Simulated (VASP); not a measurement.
# ZnO (P6_3mc) in VASP: a series of runs

Runs on ZnO. Level: PBE. Tasks: single point, relaxation of cell and atoms.

All numbers are computed with VASP 6.6.1; they aren't measurements. Logs are shortened: lines on timing, memory, paths and dates and some standing lists are left out, and cuts for length are marked.

**The experiment to reproduce.**

From “Electronic structure of alkaline earth and post-transition metal oxides”, 2009, arxiv:0908.1581, for a bulk crystal of ZnO: band gap 3.37 eV.

How close the calculation comes is told below.

### Step 1. The crystal as given

The structure is hexagonal, space group P6_3mc (No. 186). Conventional cell: a = 3.280 Å, b = 3.280 Å, c = 5.294 Å, α = 90.00°, β = 90.00°, γ = 120.00°. Around Zn (site symmetry 3m) lie 4 O at 2.00 to 2.01 Å. O (site symmetry 3m) is surrounded by 4 Zn at 2.00 to 2.01 Å.

### Step 2. Single point, PBE

Input file INCAR:

```
ALGO = Fast
EDIFF = 1E-7
ENCUT = 520
GGA = PE
ISIF = 2
ISMEAR = 0
LASPH = T
LCHARG = F
LREAL = F
LWAVE = F
NBANDS = 26
NELM = 100
PREC = Accurate
SIGMA = 0.05
```

Input file KPOINTS:

```
k-points
0
Gamma
  9 9 6
```

Input file POSCAR:

```
ZnO
1.0
    3.2797238684      0.0000000000      0.0000000000
   -1.6398619342      2.8403241874      0.0000000000
    0.0000000000      0.0000000000      5.2937796598
Zn O
2 2
Direct
    0.3333333333      0.6666666667      0.0014815949
    0.6666666667      0.3333333333      0.5014815949
    0.3333333333      0.6666666667      0.3806184051
    0.6666666667      0.3333333333      0.8806184051
```

Potentials or basis: VASP PAW PBE potentials, release 64 (Zn, O).

Started as:

```sh
> cat potpaw_PBE.64/Zn/POTCAR potpaw_PBE.64/O/POTCAR > POTCAR
> mpirun -np 1 vasp_std > vasp.out
```

OUTCAR:

```text
EDIFF = 1E-7
   ENCUT = 520
   GGA = PE
   ISIF = 2
   ISMEAR = 0
   LASPH = T
   LREAL = F
   NELM = 100
   PREC = Accurate

 ion  position               nearest neighbor table
   1  0.333  0.667  0.001-   4 2.00   4 2.00   4 2.00   3 2.01
   2  0.667  0.333  0.501-   3 2.00   3 2.00   3 2.00   4 2.01
   3  0.333  0.667  0.381-   2 2.00   2 2.00   2 2.00   1 2.01
   4  0.667  0.333  0.881-   1 2.00   1 2.00   1 2.00   2 2.01

  LATTYP: Found a hexagonal cell.
 ALAT       =     3.2797238684
 C/A-ratio  =     1.6140930981

  Lattice vectors:

 A1 = (   3.2797238684,   0.0000000000,   0.0000000000)
 A2 = (  -1.6398619342,   2.8403241874,   0.0000000000)
 A3 = (   0.0000000000,   0.0000000000,   5.2937796598)

Analysis of symmetry for initial positions (statically):
=====================================================================
 Subroutine PRICEL returns:
 Original cell was already a primitive cell.

 Routine SETGRP: Setting up the symmetry group for a
 hexagonal supercell.

 Subroutine GETGRP returns: Found 12 space group operations
 (whereof  6 operations were pure point group operations)
 out of a pool of 24 trial point group operations.

The static configuration has the point symmetry C_3v.
 The point group associated with its full space group is C_6v.

Analysis of symmetry for dynamics (positions and initial velocities):
=====================================================================
 Subroutine PRICEL returns:
 Original cell was already a primitive cell.

 Routine SETGRP: Setting up the symmetry group for a
 hexagonal supercell.

 Subroutine GETGRP returns: Found 12 space group operations
 (whereof  6 operations were pure point group operations)
 out of a pool of 24 trial point group operations.

The dynamic configuration has the point symmetry C_3v.
 The point group associated with its full space group is C_6v.

 Subroutine INISYM returns: Found 12 space group operations
 (whereof  6 operations are pure point group operations),
 and found     1 'primitive' translations

----------------------------------------------------------------------------------------

                                     Primitive cell

  volume of cell :      49.3141

  direct lattice vectors                    reciprocal lattice vectors
     3.279723868  0.000000000  0.000000000     0.304903718  0.176036243  0.000000000
    -1.639861934  2.840324187  0.000000000     0.000000000  0.352072487  0.000000000
     0.000000000  0.000000000  5.293779660     0.000000000  0.000000000  0.188900949

  length of vectors
     3.279723868  3.279723868  5.293779660     0.352072487  0.352072487  0.188900949

  position of ions in fractional coordinates (direct lattice)
     0.333333333  0.666666667  0.001481595
     0.666666667  0.333333333  0.501481595
     0.333333333  0.666666667  0.380618405
     0.666666667  0.333333333  0.880618405

  ion indices of the primitive-cell ions
   primitive index   ion index
                 1           1
                 2           2
                 3           3
                 4           4

----------------------------------------------------------------------------------------

 KPOINTS: k-points

Automatic generation of k-mesh.
 Grid dimensions read from file:
 generate k-points for:    9    9    6

 Generating k-lattice:

  Cartesian coordinates                     Fractional coordinates (reciprocal lattice)
     0.033878191  0.019559583  0.000000000     0.111111111  0.000000000  0.000000000
     0.000000000  0.039119165  0.000000000     0.000000000  0.111111111  0.000000000
     0.000000000  0.000000000  0.031483491     0.000000000  0.000000000  0.166666667

  Length of vectors
     0.039119165  0.039119165  0.031483491

  Shift w.r.t. Gamma in fractional coordinates (k-lattice)
     0.000000000  0.000000000  0.000000000

 Subroutine IBZKPT returns following result:
 ===========================================

 Found     48 irreducible k-points:

 Following reciprocal coordinates:
            Coordinates               Weight
  0.000000  0.000000  0.000000      1.000000
  0.111111 -0.000000  0.000000      6.000000
  0.222222 -0.000000  0.000000      6.000000
  0.333333  0.000000  0.000000      6.000000
  0.444444 -0.000000  0.000000      6.000000
  0.111111  0.111111  0.000000      6.000000
[... 16 lines left out ...]
  0.333333  0.222222  0.166667     24.000000
  0.333333  0.333333  0.166667      4.000000
 [... further k-points ...]
   k-points           NKPTS =     48   k-points in BZ     NKDIM =     48   number of bands    NBANDS=     26
   number of dos      NEDOS =    301   number of ions     NIONS =      4
   total plane-waves  NPLWV =  23040
   dimension x,y,z NGX =    24 NGY =   24 NGZ =   40
   dimension x,y,z NGXF=    48 NGYF=   48 NGZF=   80
   ions per type =               2   2
   NGX,Y,Z   is equivalent  to a cutoff of  12.17, 12.17, 12.56 a.u.
   NGXF,Y,Z  is equivalent  to a cutoff of  24.33, 24.33, 25.12 a.u.
 SYSTEM =  unknown system
   PREC   = accura    normal or accurate (medium, high low for compatibility)
   ISTART =      0    job   : 0-new  1-cont  2-samecut
   ICHARG =      2    charge: 1-file 2-atom 10-const
   ISPIN  =      1    spin polarized calculation?
   LNONCOLLINEAR =      F non collinear calculations
   LSORBIT =      F    spin-orbit coupling
   LASPH  =      T    aspherical Exc in radial PAW
   ENCUT  =  520.0 eV  38.22 Ry    6.18 a.u.   6.10  6.10  9.84*2*pi/ulx,y,z
   NELM   =    100;   NELMIN=  2; NELMDL= -5     # of ELM steps
   EDIFF  = 0.1E-06   stopping-criterion for ELM
   LREAL  =      F    real-space projection
   EDIFFG = 0.1E-05   stopping-criterion for IOM
   NSW    =      0    number of steps for IOM
   IBRION =     -1    ionic relax: 0-MD 1-quasi-New 2-CG
   NFREE  =      0    steps in history (QN), initial steepest desc. (CG)
   ISIF   =      2    stress and relaxation
   ISYM   =      2    0-nonsym 1-usesym 2-fastsym
   POTIM  = 0.5000    time-step for ionic-motion
   TEBEG  =    0.0;   TEEND  =   0.0 temperature during run
   PSTRESS=    0.0 pullay stress
   NELECT =      36.0000    total number of electrons
   NUPDOWN=      -1.0000    fix difference up-down
   EMIN   =  10.00;   EMAX   =-10.00  energy-range for DOS
   EFERMI =   0.00;   METHOD = LEGACY
   ISMEAR =     0;   SIGMA  =   0.05  broadening in eV -4-tet -1-fermi 0-gaus
   EFERMI_NEDOS =   21; number of points for ismear=-14 and -15
   IALGO  =     68    algorithm
   IMIX   =      4    mixing-type and parameters
     AMIX     =   0.40;   BMIX     =  1.00
     AMIX_MAG =   1.60;   BMIX_MAG =  1.00
  volume/ion in A,a.u.               =      12.33        83.20
  Fermi-wavevector in a.u.,A,eV,Ry     =   1.474072  2.785592 29.563933  2.172888
  Thomas-Fermi vector in A             =   2.588888
   LORBIT       =      0    0 simple, 1 ext, 2 COOP (PROOUT), +10 PAW based schemes
   GGA     = PE    functional components
   LHFCALC =     F    Hartree Fock is set to
   AEXX    =    0.0000 exact exchange contribution
   IVDW    =     0    specifies the selected vdW correction
   LEPSILON=     F    determine dielectric tensor
   LRPA    =     F    only Hartree local field effects (RPA)
 non-spin polarized calculation
 RMM-DIIS sequential band-by-band and
 Gauss-broadening in eV      SIGMA  =   0.05
  energy-cutoff  :      520.00
  volume of cell :       49.31
 maximum number of plane-waves:      1350
   NGX = 13   NGY = 13   NGZ = 19

 number of electron      36.0000038 magnetization

 Free energy of the ion-electron system (eV)
  ---------------------------------------------------
  ext. energy  EPLUGINS =         0.00000000
  ---------------------------------------------------
  free energy    TOTEN  =       -17.86088594 eV

  energy without entropy =      -17.86088594  energy(sigma->0) =      -17.86088594

 E-fermi :   1.1333     XC(G=0): -10.7242

 val. band max:        0.8933884876   @ k =   0.0000   0.0000   0.0000
 cond. band min:       1.6207231994   @ k =   0.0000   0.0000   0.0000
 fundamental gap:      0.7273347118
 Fermi energy:         1.1332960783

 k-point     1 :       0.0000    0.0000    0.0000
  band No.  band energies     occupation
      1     -16.9232      2.00000
      2     -16.2562      2.00000
      3      -4.6430      2.00000
      4      -4.6430      2.00000
      5      -4.6028      2.00000
      6      -4.4875      2.00000
[... 18 lines left out ...]
     25      14.8231      0.00000
     26      14.8231      0.00000

 k-point     2 :       0.1111   -0.0000    0.0000
  band No.  band energies     occupation
      1     -16.8602      2.00000
      2     -16.2283      2.00000
      3      -4.7100      2.00000
      4      -4.6062      2.00000
      5      -4.5645      2.00000
      6      -4.4716      2.00000
[... 18 lines left out ...]
     25      14.7970      0.00000
     26      14.9525      0.00000

 k-point     3 :       0.2222   -0.0000    0.0000
  band No.  band energies     occupation
      1     -16.6925      2.00000
      2     -16.1615      2.00000
      3      -4.8389      2.00000
      4      -4.5442      2.00000
      5      -4.5203      2.00000
      6      -4.4100      2.00000
[... 18 lines left out ...]
     25      14.2208      0.00000
     26      14.9205      0.00000

 k-point     4 :       0.3333    0.0000    0.0000
  band No.  band energies     occupation
      1     -16.4802      2.00000
      2     -16.0989      2.00000
      3      -4.9036      2.00000
      4      -4.5747      2.00000
      5      -4.4426      2.00000
      6      -4.2404      2.00000
[... 18 lines left out ...]
     25      14.1080      0.00000
     26      14.7467      0.00000
[... 496 lines left out ...]
      1     -16.3564      2.00000
      2     -16.0989      2.00000
      3      -4.7323      2.00000
      4      -4.6751      2.00000
      5      -4.3559      2.00000
      6      -4.2971      2.00000
[... 18 lines left out ...]
     25      12.6478      0.00000
     26      15.8682      0.00000

 k-point    23 :       0.3333    0.2222    0.1667
  band No.  band energies     occupation
      1     -16.2203      2.00000
      2     -16.0935      2.00000
      3      -4.6974      2.00000
      4      -4.4962      2.00000
      5      -4.3492      2.00000
      6      -4.1742      2.00000
[... 18 lines left out ...]
     25      13.4120      0.00000
     26      14.8283      0.00000

 k-point    24 :       0.3333    0.3333    0.1667
  band No.  band energies     occupation
      1     -16.1327      2.00000
      2     -16.1327      2.00000
      3      -4.6471      2.00000
      4      -4.3768      2.00000
      5      -4.3768      2.00000
      6      -4.0368      2.00000
[... 18 lines left out ...]
     25      14.1726      0.00000
     26      14.9400      0.00000

 [... further k-points ...]

------------------------ aborting loop because EDIFF is reached ----------------------------------------

  FORCE on cell =-STRESS in cart. coord.  units (eV):
  Direction    XX          YY          ZZ          XY          YZ          ZX
  --------------------------------------------------------------------------------------
  -------------------------------------------------------------------------------------
  Total        0.2701135      0.2701135      0.2633093      0.0000000      0.0000000      0.0000000
  in kB        8.7757811      8.7757811      8.5547187      0.0000000      0.0000000      0.0000000
  external PRESSURE =       8.7020936 kB  Pullay stress =       0.0000000 kB

 VOLUME and BASIS-vectors are now :
 -----------------------------------------------------------------------------
  energy-cutoff  :      520.00
  volume of cell :       49.31
      direct lattice vectors                 reciprocal lattice vectors
     3.279723868  0.000000000  0.000000000     0.304903718  0.176036243  0.000000000
    -1.639861934  2.840324187  0.000000000     0.000000000  0.352072487  0.000000000
     0.000000000  0.000000000  5.293779660     0.000000000  0.000000000  0.188900949

 POSITION                                       TOTAL-FORCE (eV/Angst)
 -----------------------------------------------------------------------------------
     -0.00000      1.89355      0.00784        -0.000000     -0.000000      0.002399
      1.63986      0.94677      2.65473         0.000000     -0.000000      0.002399
     -0.00000      1.89355      2.01491        -0.000000     -0.000000     -0.002399
      1.63986      0.94677      4.66180         0.000000      0.000000     -0.002399
 -----------------------------------------------------------------------------------
    total drift:                               -0.000001     -0.000001     -0.001499

  FREE ENERGIE OF THE ION-ELECTRON SYSTEM (eV)
  ---------------------------------------------------
  free  energy   TOTEN  =       -17.8608859439 eV

  energy  without entropy=      -17.8608859439  energy(sigma->0) =      -17.86088594
```

Wall time 21 s (1 thread of Intel Xeon 6975P-C (Granite Rapids), shared host); peak memory 0.18 GiB.

What came out:

```
Free energy            : -17.8609 eV
Pressure               : 0.9 GPa
Band gap on the k mesh : 0.73 eV, direct
```

Forces on the atoms (eV/Å):
```
Zn   0.000  0.000  0.002
Zn   0.000  0.000  0.002
O    0.000  0.000 -0.002
O    0.000  0.000 -0.002
```

### Step 3. Single point, PBE

Input file INCAR:

```
SYSTEM = ZnO
ALGO = Fast
EDIFF = 1E-6
ENCUT = 520
GGA = PE
ISIF = 2
ISMEAR = 0
LASPH = .TRUE.
LCHARG = .TRUE.
LELF = .TRUE.
LREAL = .FALSE.
LVHAR = .TRUE.
LWAVE = .FALSE.
NBANDS = 26
NELM = 100
PREC = Accurate
SIGMA = 0.02
```

Input file KPOINTS:

```
k-points
0
G
  9 9 6
  0 0 0
```

POSCAR is that of step 2.

Potentials or basis: VASP PAW PBE potentials, release 64 (Zn, O).

Started as:

```sh
> cat potpaw_PBE.64/Zn/POTCAR potpaw_PBE.64/O/POTCAR > POTCAR
> mpirun -np 1 vasp_std > vasp.out
```

It took 18 s on 1 thread of Intel Xeon 6975P-C (Granite Rapids), shared host; peak memory 0.18 GiB.

The run converged. Its results:

```yaml
Free_energy: -17.8609 eV
Pressure: 0.9 GPa
Band_gap_on_the_k_mesh: 0.73 eV, direct
```

Forces in eV/Å, atoms in the order of the input:
```
Zn   0.000  0.000  0.002
Zn   0.000  0.000  0.002
O    0.000  0.000 -0.002
O    0.000  0.000 -0.002
```

Levels at points of the mesh, in eV from the valence-band top:
```csv
k point,band 15,band 16,band 17,band 18,band 19,band 20,band 21,band 22
"(0.00, 0.00, 0.00)",-0.75,-0.08,0.00,0.00,0.73,5.09,8.07,12.73
"(0.00, 0.00, 0.50)",-0.37,-0.37,-0.37,-0.37,3.36,3.36,9.91,9.91
```

### Step 4. Relaxation of cell and atoms, PBE

This run uses another cell than the first one, of 11.90 Å³/atom, 0.965 times its volume.

Input file INCAR:

```
SYSTEM = ZnO
PREC = Accurate
ENCUT = 600
EDIFF = 1E-6
ISMEAR = 0
SIGMA = 0.02
LREAL = .FALSE.
LASPH = .TRUE.
NELM = 100
ALGO = Normal
ISIF = 3
LWAVE = .FALSE.
LCHARG = .FALSE.
GGA = PE
IBRION = 2
NSW = 100
EDIFFG = -0.005
```

Input file KPOINTS:

```
regular mesh
0
G
  9 9 6
  0 0 0
```

Input file POSCAR:

```
ZnO
1.0
    3.2493987239      0.0000000000      0.0000000000
   -1.6246993619      2.8140618419      0.0000000000
    0.0000000000      0.0000000000      5.2038000000
Zn O
2 2
Direct
    0.3333333333      0.6666666667      0.0000000000
    0.6666666667      0.3333333333      0.5000000000
    0.3333333333      0.6666666667      0.3821000000
    0.6666666667      0.3333333333      0.8821000000
```

Started as:

```sh
> cat potpaw_PBE.64/Zn/POTCAR potpaw_PBE.64/O/POTCAR > POTCAR
> mpirun -np 1 vasp_std > vasp.out
```

It took 2.5 min on 1 thread of Intel Xeon 6975P-C (Granite Rapids), shared host; peak memory 0.21 GiB.

The run converged. Its results:

```yaml
Free_energy: -17.8621 eV
Relaxed_volume: 12.39 Å³/atom
Relaxed_cell: a = 3.285 Å, b = 3.285 Å, c = 5.303 Å, α = 90.00°, β = 90.00°, γ = 120.00°
Space_group_after_relaxing_to_0.05_Å: P6_3mc (No. 186)
Energy_gained_by_relaxing: 8.9 meV/atom
Ionic_steps: 14
Pressure_after_relaxing: 0.0 GPa
Band_gap_on_the_k_mesh: 0.72 eV, direct
```

Forces on the atoms (eV/Å):
```
Zn   0.000  0.000 -0.002
Zn   0.000  0.000 -0.002
O    0.000  0.000  0.002
O    0.000  0.000  0.002
```

The path:
| step | energy change (eV) | largest force (eV/Å) | pressure (GPa) | volume (Å³) |
| --- | --- | --- | --- | --- |
| 1 | 0.0000 | 0.0324 | 5.86 | 47.58 |
| 2 | -0.0265 | 0.0217 | -2.62 | 50.64 |
| 3 | -0.0351 | 0.0249 | -0.02 | 49.58 |
| 4 | -0.0351 | 0.0251 | 0.07 | 49.54 |
| 5 | -0.0353 | 0.0244 | 0.14 | 49.54 |
| 6 | -0.0357 | 0.0203 | 0.16 | 49.55 |
| 7 | -0.0357 | 0.0195 | 0.14 | 49.55 |
| 8 | -0.0357 | 0.0113 | -0.19 | 49.67 |
| 9 | -0.0358 | 0.0039 | -0.13 | 49.61 |
| 10 | -0.0358 | 0.0066 | 0.07 | 49.60 |
| 11 | -0.0358 | 0.0042 | -0.10 | 49.61 |
| 12 | -0.0358 | 0.0058 | -0.02 | 49.60 |
| 13 | -0.0358 | 0.0041 | -0.04 | 49.61 |
| 14 | -0.0358 | 0.0025 | 0.01 | 49.57 |

Final structure:
```
Zn O
1.0
     3.28546    0.00000    0.00000
    -1.64273    2.84529    0.00000
     0.00000    0.00000    5.30307
Zn O
2 2
Direct
  0.33333 0.66667 0.00156
  0.66667 0.33333 0.50156
  0.33333 0.66667 0.38054
  0.66667 0.33333 0.88054
```

Levels at points of the mesh, in eV from the valence-band top:
```
           k point  band 14  band 15  band 16  band 17  band 18  band 19  band 20  band 21  band 22
(0.00, 0.00, 0.00)    -0.75    -0.75    -0.08     0.00     0.00     0.72     5.07     8.05    12.70
(0.00, 0.00, 0.50)    -2.22    -0.37    -0.37    -0.37    -0.37     3.35     3.35     9.89     9.89
```

PBE gaps usually lie below the measured ones, often by a third to a half. PBE usually gives volumes a little too large and moduli too small.

### Step 5. Overview

```tsv
task	cell	cutoff (eV)	smearing	gap on the mesh (eV)	pressure (GPa)
single point	P6_3mc, 12.33 Å³/atom	520	gaussian 0.05 eV	0.73	0.9
single point	P6_3mc, 12.33 Å³/atom	520	gaussian 0.02 eV	0.73	0.9
relaxation of cell and atoms	relaxed	600	gaussian 0.02 eV	0.72	0.0
```

Alike in all rows: level PBE; potentials or basis VASP PAW PBE potentials, release 64 (Zn, O); no spin polarisation; k mesh 9 × 9 × 6.

Total energies depend on the potentials used, so only differences within one code and one set of settings carry meaning.

### Step 6. Comparison with measurements

Step 2. Measured gap of ZnO: 3.37 eV (quoted in “Electronic structure of alkaline earth and post-transition metal oxides”, 2009, arxiv:0908.1581). This calculation gives 0.73 eV (-2.64 eV). So large a miss can be the level of theory's own, or it may mean another phase, state or a wrong row. The value is that of PBE, without temperature or zero-point motion. Semilocal functionals fall short of measured gaps as a rule.

Step 3. A measured gap of ZnO is 3.37 eV (quoted in “Electronic structure of alkaline earth and post-transition metal oxides”, 2009, arxiv:0908.1581); the calculated 0.73 eV misses it by -2.64 eV. So large a miss can be the level of theory's own, or it may mean another phase, state or a wrong row. The value is that of PBE, without temperature or zero-point motion. Semilocal functionals fall short of measured gaps as a rule.
